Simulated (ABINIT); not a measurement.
# As (P-1) in ABINIT: convergence with cutoff

Aim: find how far cutoff must go before the results for As settle, at LDA. This setting moves, with any that are tied to it; all else stays.

Everything below comes from runs of ABINIT 10.8.3 (patched build). Logs are shortened: lines on timing, memory, paths and dates and some standing lists are left out, and cuts for length are marked. The log counts tension as positive stress, the text compression.

## 1. The cell of the first run

The typed cell holds 2 atoms: a = 4.131 Å, b = 4.131 Å, c = 4.131 Å, α = 54.17°, β = 54.17°, γ = 54.17°.

The cell isn't the ideal one: atoms moved at random, drawn with an rms of 0.05 Å.

## 2. With cutoff 6 Ha

run.abi

```
pp_dirpath "./"
pseudos "As.LDA_PW-JTH.xml"

acell 3*1.0 Angstrom
rprim
     1.8807968987     1.0858785957     3.5140619945
    -1.8807968987     1.0858785957     3.5140619945
     0.0000000000    -2.1717571915     3.5140619945
ntypat 1
znucl 33
natom 2
typat 1 1
xred
     0.2118200000     0.2247440000     0.2328240000
     0.7755240000     0.7755010000     0.7681290000
chkprim 0
chksymtnons 0
tolsym 1.0e-6

ecut 6.0
pawecutdg 46.0

kptopt 1
ngkpt 6 6 6
nshiftk 1
shiftk 0.0 0.0 0.0

ixc 7

nband 19
occopt 4
tsmear 0.1 eV

nstep 100
tolvrs 1.0e-9

iomode 3
prtwf 0
prtden 0
prteig 0
prtebands 0
enunit 1
prtvol 2
```

Potentials or basis: JTH PAW LDA v2.0.

Command:

```
$ abinit run.abi > log 2>&1
```

It took 12 s on 1 thread of Arm Neoverse V2, shared host; peak memory 0.09 GiB.

The run converged, but runs of this kind are known to go wrong with this program or these potentials, so none of its numbers is taken as a property of the crystal.

Caveat: the pressure is absurd: the run is broken; the cutoff is too short for stress, so the log's stress isn't used.

## 3. With cutoff 7.5 Ha

Changes to run.abi since step 2:

```diff
@@ -19,3 +19,3 @@
 
-ecut 6.0
+ecut 7.5
 pawecutdg 46.0
```

Potentials or basis: JTH PAW LDA v2.0.

Command:

```
$ abinit run.abi > log 2>&1
```

Wall time 17 s (1 thread of Arm Neoverse V2, shared host); peak memory 0.1 GiB.

It converged, with:

* Free energy: -6206.2874 eV
* Largest force: 0.260 eV/Å
* Band gap on the k mesh: none (metal or under the smearing width)
* Valence electrons inside the program's atomic spheres: As 12.65 (radii [1.1133] Å)

## 4. With cutoff 9 Ha

Changes to run.abi since step 3:

```diff
@@ -19,3 +19,3 @@
 
-ecut 7.5
+ecut 9.0
 pawecutdg 46.0
```

Command:

```
$ abinit run.abi > log 2>&1
```

Run time: 27 s. Hardware: 1 thread of Arm Neoverse V2, shared host; peak memory 0.1 GiB.

The run converged. Its results:

```
Free energy                                           : -6210.5730 eV
Largest force                                         : 0.494 eV/Å
Band gap on the k mesh                                : none (metal or under the smearing width)
Valence electrons inside the program's atomic spheres : As 12.62, 12.63 (radii [1.1133] Å)
```

## 5. With cutoff 10.5 Ha

Changes to run.abi since step 4:

```diff
@@ -19,3 +19,3 @@
 
-ecut 9.0
+ecut 10.5
 pawecutdg 46.0
```

Command:

```
$ abinit run.abi > log 2>&1
```

Run time: 31 s. Hardware: 1 thread of Arm Neoverse V2, shared host; peak memory 0.11 GiB.

The run converged. Its results:

```yaml
Free_energy: -6211.3356 eV
Largest_force: 0.479 eV/Å
Band_gap_on_the_k_mesh: none (metal or under the smearing width)
Valence_electrons_inside_the_program's_atomic_spheres: As 12.62 (radii [1.1133] Å)
```

## 6. With cutoff 13 Ha

Changes to run.abi since step 5:

```diff
@@ -19,3 +19,3 @@
 
-ecut 10.5
+ecut 13.0
 pawecutdg 46.0
```

Potentials or basis: JTH PAW LDA v2.0.

Command:

```
$ abinit run.abi > log 2>&1
```

Wall time 40 s (1 thread of Arm Neoverse V2, shared host); peak memory 0.12 GiB.

Results (log left out):

```yaml
Free_energy: -6211.4522 eV
Pressure: -0.9 GPa
Largest_force: 0.479 eV/Å
Band_gap_on_the_k_mesh: none (metal or under the smearing width)
Valence_electrons_inside_the_program's_atomic_spheres: As 12.62 (radii [1.1133] Å)
```

## 7. With cutoff 15 Ha

Changes to run.abi since step 6:

```diff
@@ -19,3 +19,3 @@
 
-ecut 13.0
+ecut 15.0
 pawecutdg 46.0
```

Command:

```
$ abinit run.abi > log 2>&1
```

Run time: 58 s. Hardware: 1 thread of Arm Neoverse V2, shared host; peak memory 0.13 GiB.

The run converged. Its results:

| Quantity | Value |
| --- | --- |
| Free energy | -6211.4536 eV |
| Pressure | -0.9 GPa |
| Largest force | 0.479 eV/Å |
| Band gap on the k mesh | none (metal or under the smearing width) |
| Valence electrons inside the program's atomic spheres | As 12.62 (radii [1.1133] Å) |

## 8. With cutoff 17 Ha

Changes to run.abi since step 7:

```diff
@@ -19,3 +19,3 @@
 
-ecut 15.0
+ecut 17.0
 pawecutdg 46.0
```

Command:

```
$ abinit run.abi > log 2>&1
```

Wall time 60 s (1 thread of Arm Neoverse V2, shared host); peak memory 0.14 GiB.

The run converged. Its results:

* Free energy: -6211.4560 eV
* Pressure: -0.9 GPa
* Largest force: 0.478 eV/Å
* Band gap on the k mesh: none (metal or under the smearing width)
* Valence electrons inside the program's atomic spheres: As 12.62 (radii [1.1133] Å)

## 9. With cutoff 20 Ha

Changes to run.abi since step 8:

```diff
@@ -19,3 +19,3 @@
 
-ecut 17.0
+ecut 20.0
 pawecutdg 46.0
```

Potentials or basis: JTH PAW LDA v2.0.

Command:

```
$ abinit run.abi > log 2>&1
```

It took 74 s on 1 thread of Arm Neoverse V2, shared host; peak memory 0.16 GiB.

The run converged. Its results:

- Free energy: -6211.4566 eV
- Pressure: -0.9 GPa
- Largest force: 0.478 eV/Å
- Band gap on the k mesh: none (metal or under the smearing width)
- Valence electrons inside the program's atomic spheres: As 12.62 (radii [1.1133] Å)

## 10. With cutoff 24 Ha

Changes to run.abi since step 9:

```diff
@@ -19,3 +19,3 @@
 
-ecut 20.0
+ecut 24.0
 pawecutdg 46.0
```

Potentials or basis: JTH PAW LDA v2.0.

Command:

```
$ abinit run.abi > log 2>&1
```

run.abo:

```text
.Version 10.8.3 of ABINIT
 Symmetries : space group P-1 (#  2); Bravais aP (primitive triclinic)
================================================================================
 Values of the parameters that define the memory need of the present run
     intxc =       0    ionmov =       0      iscf =      17    lmnmax =      18
     lnmax =       6     mgfft =      36  mpssoang =       3    mqgrid =    3001
     natom =       2  nloc_mem =       2    nspden =       1   nspinor =       1
    nsppol =       1      nsym =       2    n1xccc =       1    ntypat =       1
    occopt =       4   xclevel =       1
       mpw =        1650          nfft =       46656          nkpt =         112
 PAW method is used; the additional fine FFT grid is defined by:
   mgfftf=        48    nfftf =    110592
================================================================================
================================================================================

--------------------------------------------------------------------------------
------------- Echo of variables that govern the present computation ------------
--------------------------------------------------------------------------------
 -outvars: echo values of preprocessed input variables --------
            acell      1.8897261259E+00  1.8897261259E+00  1.8897261259E+00 Bohr
              amu      7.49215900E+01
          chkprim           0
      chksymtnons           0
             ecut      2.40000000E+01 Hartree
           enunit           1
              ixc           7
         kptrlatt        6    0    0      0    6    0      0    0    6
          kptrlen      4.26502924E+01
            natom           2
            nband          19
            ngfft          36      36      36
          ngfftdg          48      48      48
             nkpt         112
            nstep         100
             nsym           2
           ntypat           1
           occopt           4
        pawecutdg      4.60000000E+01 Hartree
           prtden           0
        prtebands           0
           prteig           0
           prtvol           2
            prtwf           0
            rprim      1.8807968987E+00  1.0858785957E+00  3.5140619945E+00
                      -1.8807968987E+00  1.0858785957E+00  3.5140619945E+00
                       0.0000000000E+00 -2.1717571915E+00  3.5140619945E+00
          spgroup           2
           tolsym      1.00000000E-06
           tolvrs      1.00000000E-09
           tsmear      3.67493222E-03 Hartree
            typat      1  1
           useylm           1
           xangst     -2.4307419119E-02 -3.1581693101E-02  2.3522709304E+00
                       4.3258328670E-05  1.6035169146E-02  8.1496509308E+00
            xcart     -4.5934364962E-02 -5.9680750553E-02  4.4451478323E+00
                       8.1746393851E-05  3.0302078068E-02  1.5400608281E+01
             xred      2.1182000000E-01  2.2474400000E-01  2.3282400000E-01
                       7.7552400000E-01  7.7550100000E-01  7.6812900000E-01
            znucl       33.00000

================================================================================

 chkinp: Checking input parameters for consistency.

================================================================================
== DATASET  1 ==================================================================

--- !DatasetInfo
iteration_state: {dtset: 1, }
dimensions: {natom: 2, nkpt: 112, mband: 19, nsppol: 1, nspinor: 1, nspden: 1, mpw: 1650, }
[... 566 lines left out ...]
    1      0.00230843721291     0.00517275279123     0.00738207068829
    2     -0.00230843721291    -0.00517275279123    -0.00738207068829
 frms,max,avg= 5.3721883E-03 7.3820707E-03   0.000E+00  0.000E+00  0.000E+00 h/b

 cartesian forces (eV/Angstrom) at end:
    1      0.11870461420745     0.26599364324912     0.37960133730576
    2     -0.11870461420745    -0.26599364324912    -0.37960133730576
 frms,max,avg= 2.7624903E-01 3.7960134E-01   0.000E+00  0.000E+00  0.000E+00 e/A
 length scales=  1.889726125908  1.889726125908  1.889726125908 bohr
              =  1.000000000000  1.000000000000  1.000000000000 angstroms
 Fermi (or HOMO) energy (eV) =   6.29715   Average Vxc (eV)=  -9.97568
 Eigenvalues (   eV  ) for nkpt= 112  k points:
 kpt#   1, nband= 19, wtk=  0.00463, kpt=  0.0000  0.0000  0.0000 (reduced coord)
 -30.05093  -30.04171  -30.00153  -29.99923  -29.96650  -29.93027  -29.92418  -29.91646
 -29.88505  -29.87397   -8.80339    0.42121    3.87991    4.12309    4.40627    7.78427
   8.95301    9.39132   13.15740
 kpt#   2, nband= 19, wtk=  0.00926, kpt=  0.1667  0.0000  0.0000 (reduced coord)
 -30.04794  -30.03395  -29.99732  -29.99536  -29.96397  -29.93401  -29.92737  -29.92031
 -29.89084  -29.87755   -8.43801   -0.71825    3.79469    3.88218    4.44196    7.94244
   8.61644    9.04492   12.07136
 kpt#   3, nband= 19, wtk=  0.00926, kpt=  0.3333  0.0000  0.0000 (reduced coord)
 -30.04184  -30.01324  -29.99150  -29.98149  -29.95664  -29.94480  -29.94330  -29.92586
 -29.90253  -29.88500   -7.38621   -2.98248    3.48263    3.52408    5.15193    6.82949
   7.49427    8.23083   13.11370
 kpt#   4, nband= 19, wtk=  0.00463, kpt=  0.5000  0.0000  0.0000 (reduced coord)
 -30.03854  -29.99935  -29.98007  -29.96938  -29.96667  -29.95514  -29.94803  -29.93088
 -29.90790  -29.88902   -6.24639   -4.62677    3.32211    3.54103    5.83587    6.00092
   6.67078    7.85193   15.14390
 kpt#   5, nband= 19, wtk=  0.00926, kpt=  0.0000  0.1667  0.0000 (reduced coord)
[... 416 lines left out ...]
 -30.04782  -30.00309  -29.98000  -29.96743  -29.95751  -29.95723  -29.94732  -29.93728
 -29.90966  -29.87684   -6.15085   -3.29671    0.26305    2.10842    2.26023    7.55041
  11.80273   13.39122   13.43195
 kpt# 110, nband= 19, wtk=  0.00926, kpt=  0.1667  0.5000  0.5000 (reduced coord)
 -30.04598  -30.00953  -29.99059  -29.97934  -29.95581  -29.94590  -29.94074  -29.92911
 -29.90895  -29.87921   -6.66746   -3.00045    0.27100    2.47463    3.30831    8.25309
  10.75495   12.30436   12.92370
 kpt# 111, nband= 19, wtk=  0.00926, kpt=  0.3333  0.5000  0.5000 (reduced coord)
 -30.04214  -30.02439  -29.99453  -29.99179  -29.96126  -29.93637  -29.92783  -29.92168
 -29.90322  -29.88388   -7.32979   -3.33399    2.09651    3.46596    5.12416    8.16840
   8.63848    9.94774   13.16687
 kpt# 112, nband= 19, wtk=  0.00463, kpt=  0.5000  0.5000  0.5000 (reduced coord)
 -30.04035  -30.03042  -29.99708  -29.99531  -29.96246  -29.93296  -29.92543  -29.91943
 -29.89870  -29.88594   -7.57669   -3.60738    4.28694    4.69938    5.52135    6.91642
   7.33262    8.19260   14.21694
 Total charge density [el/Bohr^3]
)     Maximum=    3.8710E+00  at reduced coord.    0.2083    0.2292    0.2292
)Next maximum=    3.8628E+00  at reduced coord.    0.7708    0.7708    0.7708
)     Minimum=    4.2878E-03  at reduced coord.    0.0000    0.0000    0.0000
)Next minimum=    4.3077E-03  at reduced coord.    0.9792    0.0208    0.0000
   Integrated=    3.0000E+01

--- !EnergyTerms
iteration_state     : {dtset: 1, }
comment             : Components of total free energy in Hartree
kinetic             :  7.89401047043522E+00
hartree             :  6.59825948600456E+01
xc                  : -4.30141850394264E+00
Ewald energy        : -1.19505563459938E+02
psp_core            :  4.56843372693781E+00
local_psp           : -1.80748776194851E+02
PAW spherical_terms : -2.15610024417441E+00
internal            : -2.28266819345487E+02
'-kT*entropy'       : -2.02267314381891E-05
total_energy        : -2.28266839572219E+02
total_energy_eV     : -6.21145713874902E+03
...

--- !EnergyTermsDC
iteration_state     : {dtset: 1, }
comment             : '"Double-counting" decomposition of free energy'
band_energy         : -2.21004846233802E+01
Ewald energy        : -1.19505563459938E+02
psp_core            :  4.56843372693781E+00
xc_dc               : -6.47097670862518E+01
PAW spherical_terms : -2.65194379852062E+01
internal            : -2.28266819427838E+02
'-kT*entropy'       : -2.02267314381891E-05
total_energy_dc     : -2.28266839654570E+02
total_energy_dc_eV  : -6.21145714098991E+03
...

--- !EnergyTermsWithPAWCore
iteration_state     : {dtset: 1, }
comment             : 'Components of total free energy, including PAW core contributions'
Total energy        : -4.51590322498600E+03
Total energy DC     : -4.51590322506835E+03
Total energy (eV)   : -1.22883986904565E+05
Total energy DC (eV): -1.22883986906806E+05
...

 Cartesian components of stress tensor (hartree/bohr^3)
  sigma(1 1)=  3.84790437E-05  sigma(3 2)= -4.11829800E-05
  sigma(2 2)=  2.34019516E-06  sigma(3 1)= -1.93061147E-05
  sigma(3 3)=  5.10897549E-05  sigma(2 1)=  7.70003593E-06

-Cartesian components of stress tensor (GPa)         [Pressure= -9.0135E-01 GPa]
- sigma(1 1)=  1.13209255E+00  sigma(3 2)= -1.21164510E+00
- sigma(2 2)=  6.88509187E-02  sigma(3 1)= -5.68005506E-01
- sigma(3 3)=  1.50311248E+00  sigma(2 1)=  2.26542878E-01

== END DATASET(S) ==============================================================
================================================================================

 -outvars: echo values of variables after computation  --------
            acell      1.8897261259E+00  1.8897261259E+00  1.8897261259E+00 Bohr
           etotal     -2.2826683965E+02
            fcart      2.3084372129E-03  5.1727527912E-03  7.3820706883E-03
                      -2.3084372129E-03 -5.1727527912E-03 -7.3820706883E-03
            rprim      1.8807968987E+00  1.0858785957E+00  3.5140619945E+00
                      -1.8807968987E+00  1.0858785957E+00  3.5140619945E+00
                       0.0000000000E+00 -2.1717571915E+00  3.5140619945E+00
           strten      3.8479043688E-05  2.3401951603E-06  5.1089754917E-05
                      -4.1182979967E-05 -1.9306114740E-05  7.7000359286E-06
           xangst     -2.4307419119E-02 -3.1581693101E-02  2.3522709304E+00
                       4.3258328670E-05  1.6035169146E-02  8.1496509308E+00
             xred      2.1182000000E-01  2.2474400000E-01  2.3282400000E-01
                       7.7552400000E-01  7.7550100000E-01  7.6812900000E-01
 Calculation completed.
```

Wall time 1.9 min (1 thread of Arm Neoverse V2, shared host); peak memory 0.19 GiB.

Results:

| Quantity | Value |
| --- | --- |
| Free energy | -6211.4571 eV |
| Pressure | -0.9 GPa |
| Largest force | 0.478 eV/Å |
| Band gap on the k mesh | none (metal or under the smearing width) |
| Valence electrons inside the program's atomic spheres | As 12.62 (radii [1.1133] Å) |

## 11. Summary

| cutoff | energy less the tightest run (meV/atom) | largest force (eV/Å) | SCF cycles | CPU time (s) | peak memory (GiB) |
| --- | --- | --- | --- | --- | --- |
| 6 Ha | 14251.96 | 2.275 | 10 | 12 | 0.09 |
| 7.5 Ha | 2584.89 | 0.260 | 11 | 17 | 0.1 |
| 9 Ha | 442.06 | 0.494 | 11 | 27 | 0.1 |
| 10.5 Ha | 60.77 | 0.479 | 11 | 31 | 0.11 |
| 13 Ha | 2.49 | 0.479 | 10 | 40 | 0.12 |
| 15 Ha | 1.78 | 0.479 | 11 | 58 | 0.13 |
| 17 Ha | 0.58 | 0.478 | 11 | 60 | 0.14 |
| 20 Ha | 0.28 | 0.478 | 11 | 74 | 0.16 |
| 24 Ha | 0.00 | 0.478 | 12 | 110 | 0.19 |

Against the tightest run, the energy stays within 1 meV/atom from 17 Ha on; the largest force stays within 0.005 eV/Å from 10.5 Ha on. The tightest run that finished is the yardstick and may itself not be fully converged.
